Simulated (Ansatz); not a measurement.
Task: a comparison of functionals at one structure of SiC, space group P6_3mc, with the Python package of Ansatz (0.2.0). Give the script and its output. Use (first run): revPBE, PAW, cutoff 450 eV, 6×6×4 k-points, fixed occupations. The script varies functional: revpbe, r2scan, pbesol, rpbe.

```yaml
crystal:
  lattice:
    - [3.07600, 0.00000, 0.00000]
    - [-1.53800, 2.66389, 0.00000]
    - [0.00000, 0.00000, 5.04800]
  atoms:
    - { symbol: Si, position: [0.33333, 0.66667, 0.00000] }
    - { symbol: Si, position: [0.66667, 0.33333, 0.50000] }
    - { symbol: C, position: [0.33333, 0.66667, 0.38500] }
    - { symbol: C, position: [0.66667, 0.33333, 0.88500] }
```

Script `xc_sic.py`:
```python
# -*- coding: utf-8 -*-
import csv

import ansatz as az
from ase import Atoms

config = {
    "kgrid": (6, 6, 4),
    "filling": "Fixed",
    "cutoff": 450,
}


def main():
    atoms = Atoms(
        ["Si", "Si", "C", "C"],
        scaled_positions=[
            [1 / 3, 2 / 3, 0.0],
            [2 / 3, 1 / 3, 0.5],
            [1 / 3, 2 / 3, 0.385],
            [2 / 3, 1 / 3, 0.885],
        ],
        cell=[
            [3.076, 0.0, 0.0],
            [-1.538, 2.66389414, 0.0],
            [0.0, 0.0, 5.048],
        ],
        pbc=True,
    )
    sic = az.Crystal.from_ase(atoms)

    model = sic.calculation()
    model = model.kpoints(*config["kgrid"])
    model = model.occupations(config["filling"])
    model = model.basis(config["cutoff"])
    model = model.pseudopotentials("paw")
    model = model.band_table()

    rows = []
    for value in ["revpbe", "r2scan", "pbesol", "rpbe"]:
        data = model.functional(value).run(threads=1, pin="off").report
        rows.append((value, data["free_energy_ev"] / len(data["lattice"]["sites"]), data["n_iterations"], data["gap_by_band_count_ev"], data["n_kpoints"]))

    with open("xc.csv", "w", newline="") as handle:
        writer = csv.writer(handle)
        writer.writerow(["functional", "F/atom (eV)", "iterations", "gap by band count (eV)", "k-points"])
        writer.writerows([round(v, 5) if isinstance(v, float) else v for v in row] for row in rows)
    print(open("xc.csv").read())


if __name__ == "__main__":
    main()
```

```console
$ python xc_sic.py
DeckWarning: basis.ecutwfc = 450 eV is below the records' recommended 500 eV, and the density's cutoff is lower with it unless basis.ecutrho_ratio is high enough to keep the records' density cutoff: compare with a run at a higher cutoff
functional,F/atom (eV),iterations,gap by band count (eV),k-points
revpbe,-445.11937,6,2.35056,21
r2scan,-445.65125,7,2.68897,21
pbesol,-434.34077,6,2.16749,21
rpbe,-445.72128,6,2.36492,21
```
(Warnings from the package without file and line.)

What to keep in mind:
- The cutoff lies under the one recommended for these potentials in some of the runs.
- Semilocal gaps usually lie well under measured ones.
- The starting cell is as deposited in a crystallographic database; the results hold for this polymorph, which needn't be the stable one.
- Gaps and levels are Kohn-Sham values on a finite set of k-points.
- Total energies of different functionals can't be compared; pressures, moments and gaps at this one structure can.
- Run time: 8.1 s on 1 thread of Arm Neoverse V1 (shared host), peak memory 0.4 GiB.
